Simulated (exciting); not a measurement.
# TaN (P-6m2) in exciting: reference runs

How does TaN come out in PBEsol? The cell is run as given.

Everything below comes from runs of exciting (release sodium). Logs are shortened: lines on timing, memory, paths and dates and some standing lists are left out, and cuts for length are marked.

## 1. The structure

The structure is hexagonal, space group P-6m2 (No. 187). Conventional cell: a = 2.938 Å, b = 2.938 Å, c = 2.883 Å, α = 90.00°, β = 90.00°, γ = 120.00°. Around Ta (site symmetry -6m2) lie 6 N at 2.23 Å. Around N (site symmetry -6m2) lie 6 Ta at 2.23 Å.

## 2. Single point, PBEsol

input.xml

```xml
<input>
  <title>TaN</title>
  <structure speciespath="./" tshift="false">
    <crystal scale="1">
      <basevect>5.552015354151 0.000000000000 0.000000000000</basevect>
      <basevect>-2.776007677075 4.808186338860 0.000000000000</basevect>
      <basevect>0.000000000000 0.000000000000 5.448080417296</basevect>
    </crystal>
    <species speciesfile="Ta.xml" rmt="2.3">
      <atom coord="0.000000000000 0.000000000000 0.500000000000"/>
    </species>
    <species speciesfile="N.xml" rmt="1.45">
      <atom coord="0.666666666700 0.333333333300 0.000000000000"/>
    </species>
  </structure>
  <groundstate do="fromscratch" ngridk="10 10 9" rgkmax="7.5" gmaxvr="14" lmaxapw="10" lmaxmat="10" lmaxvr="8" xctype="GGA_PBE_SOL" stype="Fermi Dirac" swidth="0.00183747" nempty="14" ValenceRelativity="iora*" epsengy="1e-05" epspot="1e-05" maxscl="60" tforce="true" outputlevel="normal"/>
</input>
```

Potentials or basis: all-electron LAPW+lo, shipped species files, valence relativity iora*.

Run with:

```sh
OMP_NUM_THREADS=1 exciting_smp
```

INFO.OUT:

```text
================================================================================
EXCITING SODIUM started
[... 10 lines left out ...]

 Lattice vectors (cartesian) :
      5.5520153542      0.0000000000      0.0000000000
     -2.7760076771      4.8081863389      0.0000000000
      0.0000000000      0.0000000000      5.4480804173

 Reciprocal lattice vectors (cartesian) :
      1.1316945121      0.6533841312     -0.0000000000
      0.0000000000      1.3067682624      0.0000000000
      0.0000000000     -0.0000000000      1.1532842443

 Unit cell volume                           :     145.4371843663
 Brillouin zone volume                      :       1.7055487874

 Species :    1 (Ta)
     parameters loaded from                 :    Ta.xml
     name                                   :    tantalum
     nuclear charge                         :     -73.00000000
     electronic charge                      :      73.00000000
     atomic mass                            :  329847.84330000
     muffin-tin radius                      :       2.30000000
     # of radial points in muffin-tin       :     450

     atomic positions (lattice) :
       1 :   0.00000000  0.00000000  0.50000000

 Species :    2 (N)
     parameters loaded from                 :    N.xml
     name                                   :    nitrogen
     nuclear charge                         :      -7.00000000
     electronic charge                      :       7.00000000
     atomic mass                            :   25532.72506000
     muffin-tin radius                      :       1.45000000
     # of radial points in muffin-tin       :     250

     atomic positions (lattice) :
       1 :   0.66666667  0.33333333  0.00000000

 Total number of atoms per unit cell        :       2

 Spin treatment                             :    spin-unpolarised

 Number of Bravais lattice symmetries       :      24
 Number of crystal symmetries               :      12

 k-point grid                               :      10   10    9
 Total number of k-points                   :     110
 k-point set is reduced with crystal symmetries

 R^MT_min * |G+k|_max (rgkmax)              :       7.50000000
 Species with R^MT_min                      :       2 (N)
 Maximum |G+k| for APW functions            :       5.17241379
 Maximum |G| for potential and density      :      14.00000000

 G-vector grid sizes                        :      25    25    25
 Total number of G-vectors                  :    6733

 Maximum angular momentum used for
     APW functions                          :      10
     computing H and O matrix elements      :      10
     potential and density                  :       8
     inner part of muffin-tin               :       2

 Total nuclear charge                       :     -80.00000000
 Total electronic charge                    :      80.00000000
 Total core charge                          :      48.00000000
 Total valence charge                       :      32.00000000

 Number of empty states                     :      14
 Total number of valence states             :      31

 Maximum Hamiltonian size                   :     384
 Maximum number of plane-waves              :     353
 Total number of local-orbitals             :      31

 Exchange-correlation type                  :      22
[... 23 lines left out ...]
+ SCF iteration number :    1                                                  +
++++++++++++++++++++++++++++++++++++++++++++++++++++++++++++++++++++++++++++++++
 Total energy                               :    -15657.44557385
 _______________________________________________________________
 Fermi energy                               :         0.56716485
 Kinetic energy                             :     17602.54870846
 Coulomb energy                             :    -32940.46535823
 Exchange energy                            :      -314.28893455
 Correlation energy                         :        -5.23998953

 DOS at Fermi energy (states/Ha/cell)       :         1.05488409

 Electron charges :
     core                                   :        48.00000000
     core leakage                           :         0.00001708
     valence                                :        32.00000000
     interstitial                           :         4.15510687
     charge in muffin-tin spheres :
                  atom     1    Ta          :        69.85652974
                  atom     2     N          :         5.98836339
     total charge in muffin-tins            :        75.84489313
     total charge                           :        80.00000000

++++++++++++++++++++++++++++++++++++++++++++++++++++++++++++++++++++++++++++++++
+ SCF iteration number :    2                                                  +
++++++++++++++++++++++++++++++++++++++++++++++++++++++++++++++++++++++++++++++++
 Total energy                               :    -15675.53980171
 _______________________________________________________________
 Fermi energy                               :         0.55434475
 Kinetic energy                             :     17590.26044631
 Coulomb energy                             :    -32946.12925914
 Exchange energy                            :      -314.42012397
 Correlation energy                         :        -5.25086490

 DOS at Fermi energy (states/Ha/cell)       :         0.71258952

 Electron charges :
     core                                   :        48.00000000
     core leakage                           :         0.00001689
     valence                                :        32.00000000
     interstitial                           :         4.25984948
     charge in muffin-tin spheres :
                  atom     1    Ta          :        70.20573982
                  atom     2     N          :         5.53441070
     total charge in muffin-tins            :        75.74015052
     total charge                           :        80.00000000
[... 441 lines left out ...]
++++++++++++++++++++++++++++++++++++++++++++++++++++++++++++++++++++++++++++++++
+ SCF iteration number :   18                                                  +
++++++++++++++++++++++++++++++++++++++++++++++++++++++++++++++++++++++++++++++++
 Total energy                               :    -15676.13397938
 _______________________________________________________________
 Fermi energy                               :         0.56960980
 Kinetic energy                             :     17589.37922130
 Coulomb energy                             :    -32945.84597159
 Exchange energy                            :      -314.41478605
 Correlation energy                         :        -5.25244304

 DOS at Fermi energy (states/Ha/cell)       :         0.78183887

 Electron charges :
     core                                   :        48.00000000
     core leakage                           :         0.00001674
     valence                                :        32.00000000
     interstitial                           :         4.24983365
     charge in muffin-tin spheres :
                  atom     1    Ta          :        70.29760058
                  atom     2     N          :         5.45256577
     total charge in muffin-tins            :        75.75016635
     total charge                           :        80.00000000

 RMS change in effective potential (target) :  0.959654E-07  ( 0.100000E-04)
 Absolute change in total energy   (target) :  0.221110E-05  ( 0.100000E-04)
 Charge distance                   (target) :  0.536281E-08  ( 0.100000E-04)
 Abs. change in max-nonIBS-force   (target) :   0.00000      ( 0.500000E-04)

++++++++++++++++++++++++++++++++++++++++++++++++++++++++++++++++++++++++++++++++
| Convergency criteria checked for the last 2 iterations                       +
| Convergence targets achieved. Performing final SCF iteration                 +
++++++++++++++++++++++++++++++++++++++++++++++++++++++++++++++++++++++++++++++++
 Total energy                               :    -15676.13397929
 _______________________________________________________________
 Fermi energy                               :         0.56960980
 Kinetic energy                             :     17589.37922190
 Coulomb energy                             :    -32945.84597207
 Exchange energy                            :      -314.41478607
 Correlation energy                         :        -5.25244304

 DOS at Fermi energy (states/Ha/cell)       :         0.78183883

 Electron charges :
     core                                   :        48.00000000
     core leakage                           :         0.00001674
     valence                                :        32.00000000
     interstitial                           :         4.24983364
     charge in muffin-tin spheres :
                  atom     1    Ta          :        70.29760055
                  atom     2     N          :         5.45256581
     total charge in muffin-tins            :        75.75016636
     total charge                           :        80.00000000

++++++++++++++++++++++++++++++++++++++++++++++++++++++++++++++++++++++++++++++++
+ Self-consistent loop stopped                                                 +
++++++++++++++++++++++++++++++++++++++++++++++++++++++++++++++++++++++++++++++++
 STATE.OUT is written

--------------------------------------------------------------------------------
- Writing atomic positions and forces                                          -
--------------------------------------------------------------------------------

 Atomic positions (lattice) :
 atom     1  Ta  :     0.00000000    0.00000000    0.50000000
 atom     2   N  :     0.66666667    0.33333333    0.00000000

 Total atomic forces including IBS (cartesian) :
 atom     1  Ta  :     0.00000000    0.00000000    0.00000000
 atom     2   N  :     0.00000000   -0.00000000    0.00000000

 Atomic force components including IBS (cartesian) :
 atom     1  Ta  :     0.00000000    0.00000000    0.00000000   HF force
                 :     0.00000000    0.00000000    0.00000000   core correction
                 :    -0.00000000   -0.00000000    0.00000000   IBS correction
 atom     2   N  :    -0.00000000   -0.00000000    0.00000000   HF force
                 :    -0.00000000    0.00000000    0.00000000   core correction
                 :     0.00000000    0.00000000    0.00000000   IBS correction

********************************************************************************
* Groundstate module stopped                                                   *
********************************************************************************

================================================================================
| EXCITING SODIUM stopped                                                      =
================================================================================
```

It took 5.8 min on 1 thread of Intel Xeon Platinum 8175M at 2.50GHz (Skylake/Cascade Lake), shared host; peak memory 0.13 GiB.

Results:

| Property | Result |
| --- | --- |
| Free energy | -426569.3369 eV |
| Band gap on the k mesh | none (metal or under the smearing width) |
| All electrons inside the program's atomic spheres | Ta 70.30; N 5.45 (radii Ta 2.3, N 1.45 bohr) |
